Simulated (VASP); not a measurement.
# GaN (F-43m) in VASP: further runs

One crystal, GaN, is run at these levels: PBEsol, r2SCAN, HSE06; tasks: relaxation of cell and atoms.

Everything below comes from runs of VASP 6.6.1. Logs are shortened: lines on timing, memory, paths and dates and some standing lists are left out, and cuts for length are marked.

### Step 1. The crystal as given

Symmetry: F-43m, No. 216, cubic system. The conventional cell has a = 4.500 Å, b = 4.500 Å, c = 4.500 Å, α = 90.00°, β = 90.00°, γ = 90.00°. Around Ga (site symmetry -43m) lie 4 N at 1.95 Å. Around N (site symmetry -43m) lie 4 Ga at 1.95 Å.

The cell was built by a generator and needn't be a form met in nature.

### Step 2. Relaxation of cell and atoms, PBEsol

The input, INCAR:

```
SYSTEM = GaN
ALGO     = Normal         ! electronic algorithm
EDIFF    = 1E-6           ! SCF threshold, eV
EDIFFG   = -0.02          ! ionic threshold
ENCUT    = 600            ! plane-wave cutoff, eV
GGA      = PS             ! functional
IBRION   = 2              ! ionic algorithm
ISIF     = 3              ! what is computed and relaxed
ISMEAR   = -1             ! smearing method
LASPH    = .True.         ! aspherical terms in the spheres
LCHARG   = .False.        ! write CHGCAR
LREAL    = .False.        ! projectors in reciprocal space
LWAVE    = .False.        ! write WAVECAR
NELM     = 60             ! most SCF steps
NSW      = 60             ! ionic steps
PREC     = Accurate       ! precision mode
SIGMA    = 0.05           ! smearing width, eV
```

The input, KPOINTS:

```
k-points
0
Gamma
  8 8 8
  0 0 0
```

The input, POSCAR:

```
GaN
1.0
    0.0000000000      2.2500000000      2.2500000000
    2.2500000000      0.0000000000      2.2500000000
    2.2500000000      2.2500000000      0.0000000000
Ga N
1 1
Direct
    0.0000000000      0.0000000000      0.0000000000
    0.2500000000      0.2500000000      0.2500000000
```

Potentials or basis: VASP PAW PBE potentials, release 64 (Ga_d, N).

Launch:

```
$ cat potpaw_PBE.64/Ga_d/POTCAR potpaw_PBE.64/N/POTCAR > POTCAR
$ mpirun -np 1 vasp_std > vasp.out
```

OUTCAR:

```text
SYSTEM = GaN
   EDIFF = 1E-6
   EDIFFG = -0.02
   ENCUT = 600
   GGA = PS
   IBRION = 2
   ISIF = 3
   ISMEAR = -1
   LASPH = .True.
   LREAL = .False.
   NELM = 60
   NSW = 60
   PREC = Accurate

 ion  position               nearest neighbor table
   1  0.000  0.000  0.000-   2 1.95   2 1.95   2 1.95   2 1.95
   2  0.250  0.250  0.250-   1 1.95   1 1.95   1 1.95   1 1.95

  LATTYP: Found a face centered cubic cell.
 ALAT       =     4.5000000000

  Lattice vectors:

 A1 = (   0.0000000000,   2.2500000000,   2.2500000000)
 A2 = (   2.2500000000,   0.0000000000,   2.2500000000)
 A3 = (   2.2500000000,   2.2500000000,   0.0000000000)

Analysis of symmetry for initial positions (statically):
=====================================================================
 Subroutine PRICEL returns:
 Original cell was already a primitive cell.

 Routine SETGRP: Setting up the symmetry group for a
 face centered cubic supercell.

 Subroutine GETGRP returns: Found 24 space group operations
 (whereof 24 operations were pure point group operations)
 out of a pool of 48 trial point group operations.

The static configuration has the point symmetry T_d .

Analysis of symmetry for dynamics (positions and initial velocities):
=====================================================================
 Subroutine PRICEL returns:
 Original cell was already a primitive cell.

 Routine SETGRP: Setting up the symmetry group for a
 face centered cubic supercell.

 Subroutine GETGRP returns: Found 24 space group operations
 (whereof 24 operations were pure point group operations)
 out of a pool of 48 trial point group operations.

The dynamic configuration has the point symmetry T_d .

 Subroutine INISYM returns: Found 24 space group operations
 (whereof 24 operations are pure point group operations),
 and found     1 'primitive' translations

----------------------------------------------------------------------------------------

                                     Primitive cell

  volume of cell :      22.7812

  direct lattice vectors                    reciprocal lattice vectors
     0.000000000  2.250000000  2.250000000    -0.222222222  0.222222222  0.222222222
     2.250000000  0.000000000  2.250000000     0.222222222 -0.222222222  0.222222222
     2.250000000  2.250000000  0.000000000     0.222222222  0.222222222 -0.222222222

  length of vectors
     3.181980515  3.181980515  3.181980515     0.384900179  0.384900179  0.384900179

  position of ions in fractional coordinates (direct lattice)
     0.000000000  0.000000000  0.000000000
     0.250000000  0.250000000  0.250000000

  ion indices of the primitive-cell ions
   primitive index   ion index
                 1           1
                 2           2

----------------------------------------------------------------------------------------

 KPOINTS: k-points

Automatic generation of k-mesh.
 Grid dimensions read from file:
 generate k-points for:    8    8    8

 Generating k-lattice:

  Cartesian coordinates                     Fractional coordinates (reciprocal lattice)
    -0.027777778  0.027777778  0.027777778     0.125000000  0.000000000  0.000000000
     0.027777778 -0.027777778  0.027777778     0.000000000  0.125000000  0.000000000
     0.027777778  0.027777778 -0.027777778     0.000000000  0.000000000  0.125000000

  Length of vectors
     0.048112522  0.048112522  0.048112522

  Shift w.r.t. Gamma in fractional coordinates (k-lattice)
     0.000000000  0.000000000  0.000000000

 Subroutine IBZKPT returns following result:
 ===========================================

 Found     29 irreducible k-points:

 Following reciprocal coordinates:
            Coordinates               Weight
  0.000000  0.000000  0.000000      1.000000
  0.125000  0.000000  0.000000      8.000000
  0.250000  0.000000  0.000000      8.000000
  0.375000  0.000000  0.000000      8.000000
  0.500000  0.000000  0.000000      4.000000
  0.125000  0.125000  0.000000      6.000000
[... 16 lines left out ...]
  0.500000  0.250000  0.125000     48.000000
 -0.375000  0.250000  0.125000     24.000000
 [... further k-points ...]
   k-points           NKPTS =     29   k-points in BZ     NKDIM =     29   number of bands    NBANDS=     13
   number of dos      NEDOS =    301   number of ions     NIONS =      2
   total plane-waves  NPLWV =  21952
   dimension x,y,z NGX =    28 NGY =   28 NGZ =   28
   dimension x,y,z NGXF=    56 NGYF=   56 NGZF=   56
   ions per type =               1   1
   NGX,Y,Z   is equivalent  to a cutoff of  14.63, 14.63, 14.63 a.u.
   NGXF,Y,Z  is equivalent  to a cutoff of  29.26, 29.26, 29.26 a.u.
 SYSTEM =  GaN
   PREC   = accura    normal or accurate (medium, high low for compatibility)
   ISTART =      0    job   : 0-new  1-cont  2-samecut
   ICHARG =      2    charge: 1-file 2-atom 10-const
   ISPIN  =      1    spin polarized calculation?
   LNONCOLLINEAR =      F non collinear calculations
   LSORBIT =      F    spin-orbit coupling
   LASPH  =      T    aspherical Exc in radial PAW
   ENCUT  =  600.0 eV  44.10 Ry    6.64 a.u.   6.36  6.36  6.36*2*pi/ulx,y,z
   NELM   =     60;   NELMIN=  2; NELMDL= -5     # of ELM steps
   EDIFF  = 0.1E-05   stopping-criterion for ELM
   LREAL  =      F    real-space projection
   EDIFFG = -.2E-01   stopping-criterion for IOM
   NSW    =     60    number of steps for IOM
   IBRION =      2    ionic relax: 0-MD 1-quasi-New 2-CG
   NFREE  =      1    steps in history (QN), initial steepest desc. (CG)
   ISIF   =      3    stress and relaxation
   ISYM   =      2    0-nonsym 1-usesym 2-fastsym
   POTIM  = 0.5000    time-step for ionic-motion
   TEBEG  =    0.0;   TEEND  =   0.0 temperature during run
   PSTRESS=    0.0 pullay stress
   NELECT =      18.0000    total number of electrons
   NUPDOWN=      -1.0000    fix difference up-down
   EMIN   =  10.00;   EMAX   =-10.00  energy-range for DOS
   EFERMI =   0.00;   METHOD = LEGACY
   ISMEAR =    -1;   SIGMA  =   0.05  broadening in eV -4-tet -1-fermi 0-gaus
   EFERMI_NEDOS =   21; number of points for ismear=-14 and -15
   IALGO  =     38    algorithm
   IMIX   =      4    mixing-type and parameters
     AMIX     =   0.40;   BMIX     =  1.00
     AMIX_MAG =   1.60;   BMIX_MAG =  1.00
  volume/ion in A,a.u.               =      11.39        76.87
  Fermi-wavevector in a.u.,A,eV,Ry     =   1.513468  2.860039 31.165293  2.290584
  Thomas-Fermi vector in A             =   2.623255
   LORBIT       =      0    0 simple, 1 ext, 2 COOP (PROOUT), +10 PAW based schemes
   GGA     = PS    functional components
   LHFCALC =     F    Hartree Fock is set to
   AEXX    =    0.0000 exact exchange contribution
   IVDW    =     0    specifies the selected vdW correction
   LEPSILON=     F    determine dielectric tensor
   LRPA    =     F    only Hartree local field effects (RPA)
 conjugate gradient relaxation of ions
 non-spin polarized calculation
  energy-cutoff  :      600.00
  volume of cell :       22.78
 maximum number of plane-waves:       778
 NGX is ok and might be reduce to    28
   NGX = 13   NGY = 13   NGZ = 13

--------------------------------------- Ionic step        1  -------------------------------------------

 number of electron      18.0000005 magnetization

 Free energy of the ion-electron system (eV)
  ---------------------------------------------------
  ext. energy  EPLUGINS =         0.00000000
  ---------------------------------------------------
  free energy    TOTEN  =       -13.12374371 eV

  energy without entropy =      -13.12374371  energy(sigma->0) =      -13.12374371

------------------------ aborting loop because EDIFF is reached ----------------------------------------

  FORCE on cell =-STRESS in cart. coord.  units (eV):
  Direction    XX          YY          ZZ          XY          YZ          ZX
  --------------------------------------------------------------------------------------
  -------------------------------------------------------------------------------------
  Total       -0.0933011     -0.0933011     -0.0933011      0.0000000     -0.0000000      0.0000000
  in kB       -6.5617484     -6.5617484     -6.5617484      0.0000000     -0.0000000      0.0000000
  external PRESSURE =      -6.5617484 kB  Pullay stress =       0.0000000 kB

 VOLUME and BASIS-vectors are now :
 -----------------------------------------------------------------------------
  energy-cutoff  :      600.00
  volume of cell :       22.78
      direct lattice vectors                 reciprocal lattice vectors
     0.000000000  2.250000000  2.250000000    -0.222222222  0.222222222  0.222222222
     2.250000000  0.000000000  2.250000000     0.222222222 -0.222222222  0.222222222
     2.250000000  2.250000000  0.000000000     0.222222222  0.222222222 -0.222222222
[... 37 lines left out ...]
 POSITION                                       TOTAL-FORCE (eV/Angst)
 -----------------------------------------------------------------------------------
      0.00000      0.00000      0.00000        -0.000000      0.000000      0.000000
      1.12247      1.12247      1.12247         0.000000     -0.000000     -0.000000
 -----------------------------------------------------------------------------------
    total drift:                                0.000000      0.000000      0.000000

  FREE ENERGIE OF THE ION-ELECTRON SYSTEM (eV)
  ---------------------------------------------------
  free  energy   TOTEN  =       -13.1237388266 eV

  energy  without entropy=      -13.1237388262  energy(sigma->0) =      -13.12373883

--------------------------------------- Ionic step        3  -------------------------------------------

 number of electron      18.0000004 magnetization

 Free energy of the ion-electron system (eV)
  ---------------------------------------------------
  ext. energy  EPLUGINS =         0.00000000
  ---------------------------------------------------
  free energy    TOTEN  =       -13.12389282 eV

  energy without entropy =      -13.12389282  energy(sigma->0) =      -13.12389282

 E-fermi :   6.1435     XC(G=0): -11.9462

 val. band max:        5.2399846103   @ k =   0.0000   0.0000   0.0000
 cond. band min:       6.9753334771   @ k =   0.0000   0.0000   0.0000
 fundamental gap:      1.7353488668
 Fermi energy:         6.1434538980

 k-point     1 :       0.0000    0.0000    0.0000
  band No.  band energies     occupation
      1     -10.7640      2.00000
      2      -8.1717      2.00000
      3      -8.1717      2.00000
      4      -8.1717      2.00000
      5      -7.8381      2.00000
      6      -7.8381      2.00000
      7       5.2400      2.00000
      8       5.2400      2.00000
      9       5.2400      2.00000
     10       6.9753      0.00000
     11      15.4936      0.00000
     12      15.4936      0.00000
     13      15.4936      0.00000

 k-point     2 :       0.1250    0.0000    0.0000
  band No.  band energies     occupation
      1     -10.5885      2.00000
      2      -8.1504      2.00000
      3      -8.1504      2.00000
      4      -8.1107      2.00000
      5      -7.8399      2.00000
      6      -7.8399      2.00000
      7       3.7008      2.00000
      8       5.0742      2.00000
      9       5.0742      2.00000
     10       8.1213      0.00000
     11      14.7801      0.00000
[... 339 lines left out ...]
 k-point    24 :      -0.3750    0.2500    0.1250
  band No.  band energies     occupation
      1      -9.6890      2.00000
      2      -8.0644      2.00000
      3      -7.9994      2.00000
      4      -7.8602      2.00000
      5      -7.8043      2.00000
      6      -6.2696      2.00000
      7      -1.2894      2.00000
      8       2.1751      2.00000
      9       3.4286      2.00000
     10      11.8683      0.00000
     11      12.1653      0.00000
     12      15.2884      0.00000
     13      16.8999      0.00000

 [... further k-points ...]

------------------------ aborting loop because EDIFF is reached ----------------------------------------

  FORCE on cell =-STRESS in cart. coord.  units (eV):
  Direction    XX          YY          ZZ          XY          YZ          ZX
  --------------------------------------------------------------------------------------
  -------------------------------------------------------------------------------------
  Total       -0.0068118     -0.0068118     -0.0068118     -0.0000000      0.0000000     -0.0000000
  in kB       -0.4807762     -0.4807762     -0.4807762     -0.0000000      0.0000000     -0.0000000
  external PRESSURE =      -0.4807762 kB  Pullay stress =       0.0000000 kB

 VOLUME and BASIS-vectors are now :
 -----------------------------------------------------------------------------
  energy-cutoff  :      600.00
  volume of cell :       22.70
      direct lattice vectors                 reciprocal lattice vectors
     0.000000000  2.247328336  2.247328336    -0.222486404  0.222486404  0.222486404
     2.247328336 -0.000000000  2.247328336     0.222486404 -0.222486404  0.222486404
     2.247328336  2.247328336  0.000000000     0.222486404  0.222486404 -0.222486404

 POSITION                                       TOTAL-FORCE (eV/Angst)
 -----------------------------------------------------------------------------------
      0.00000      0.00000      0.00000         0.000000      0.000000      0.000000
      1.12366      1.12366      1.12366        -0.000000     -0.000000     -0.000000
 -----------------------------------------------------------------------------------
    total drift:                                0.000000      0.000000      0.000000

  FREE ENERGIE OF THE ION-ELECTRON SYSTEM (eV)
  ---------------------------------------------------
  free  energy   TOTEN  =       -13.1238928225 eV

  energy  without entropy=      -13.1238928221  energy(sigma->0) =      -13.12389282

 reached required accuracy - stopping structural energy minimisation
```

Wall time 12 s (1 thread of Intel Xeon 6975P-C (Granite Rapids), shared host); peak memory 0.16 GiB.

What came out:

```yaml
Free_energy: -13.1239 eV
Relaxed_volume: 11.35 Å³/atom
Relaxed_cell: a = 3.178 Å, b = 3.178 Å, c = 3.178 Å, α = 60.00°, β = 60.00°, γ = 60.00°
Space_group_after_relaxing_to_0.05_Å: F-43m (No. 216)
Energy_gained_by_relaxing: 0.1 meV/atom
Ionic_steps: 3
Pressure_after_relaxing: 0.0 GPa
Band_gap_on_the_k_mesh: 1.74 eV, direct
```

Step by step:
```tsv
step	energy change (eV)	largest force (eV/Å)	pressure (GPa)	volume (Å³)
1	0.0000	0.0000	-0.66	22.78
2	0.0000	0.0000	0.86	22.63
3	-0.0001	0.0000	-0.05	22.70
```

Final structure:
```
Ga N
1.0
     0.00000    2.24733    2.24733
     2.24733    0.00000    2.24733
     2.24733    2.24733    0.00000
Ga N
1 1
Direct
  0.00000 0.00000 0.00000
  0.25000 0.25000 0.25000
```

Levels at points of the mesh, in eV from the valence-band top:
```
           k point  band 5  band 6  band 7  band 8  band 9  band 10  band 11  band 12  band 13
(0.00, 0.00, 0.00)  -13.08  -13.08    0.00    0.00    0.00     1.74    10.25    10.25    10.25
(0.50, 0.00, 0.00)  -13.03  -11.83   -7.17   -0.99   -0.99     4.62     8.67    10.31    10.31
(0.50, 0.50, 0.00)  -13.00  -11.40   -6.21   -2.76   -2.76     3.23     6.61    11.63    13.96
```

Caveat: the PAW data sets were made with another functional, which shifts forces and pressure a little.

### Step 3. Relaxation of cell and atoms, r2SCAN

Edit INCAR of step 2 so:

```diff
@@ -5,3 +5,2 @@
 ENCUT    = 600            ! plane-wave cutoff, eV
-GGA      = PS             ! functional
 IBRION   = 2              ! ionic algorithm
@@ -11,4 +10,6 @@
 LCHARG   = .False.        ! write CHGCAR
+LMIXTAU  = .True.       
 LREAL    = .False.        ! projectors in reciprocal space
 LWAVE    = .False.        ! write WAVECAR
+METAGGA  = R2SCAN         ! meta-GGA
 NELM     = 60             ! most SCF steps
```

KPOINTS is that of step 2.

POSCAR is that of step 2.

Potentials or basis: VASP PAW PBE potentials, release 64 (Ga_d, N).

Launch:

```
$ cat potpaw_PBE.64/Ga_d/POTCAR potpaw_PBE.64/N/POTCAR > POTCAR
$ mpirun -np 1 vasp_std > vasp.out
```

It took 69 s on 1 thread of Intel Xeon 6975P-C (Granite Rapids), shared host; peak memory 0.17 GiB.

Results (log left out):

- Free energy: -21.8977 eV
- Relaxed volume: 11.44 Å³/atom
- Relaxed cell: a = 3.186 Å, b = 3.186 Å, c = 3.186 Å, α = 60.00°, β = 60.00°, γ = 60.00°
- Space group after relaxing (to 0.05 Å): F-43m (No. 216)
- Energy gained by relaxing: 0.1 meV/atom
- Ionic steps: 3
- Pressure after relaxing: 0.1 GPa
- Band gap on the k mesh: 2.12 eV, direct

The path:
```
step  energy change (eV)  largest force (eV/Å)  pressure (GPa)  volume (Å³)
   1              0.0000                0.0000            0.87        22.78
   2              0.0000                0.0000           -0.87        22.99
   3             -0.0003                0.0000            0.15        22.88
```

Final structure:
```
Ga N
1.0
     0.00000    2.25317    2.25317
     2.25317    0.00000    2.25317
     2.25317    2.25317    0.00000
Ga N
1 1
Cartesian
  0.0000 0.0000 0.0000
  1.1266 1.1266 1.1266
```

Levels at points of the mesh, in eV from the valence-band top:
```tsv
k point	band 7	band 8	band 9	band 10	band 11	band 12
(0.00, 0.00, 0.00)	0.00	0.00	0.00	2.12	11.01	11.01
(0.50, 0.00, 0.00)	-7.16	-1.00	-1.00	5.17	9.44	11.00
(0.50, 0.50, 0.00)	-6.22	-2.78	-2.78	3.77	7.24	12.58
```

Caveat: the PAW data sets were made with another functional, which shifts forces and pressure a little. r2SCAN opens gaps a little over a GGA but as a rule still falls short of measured ones.

(Continued in part 2 of 2.)
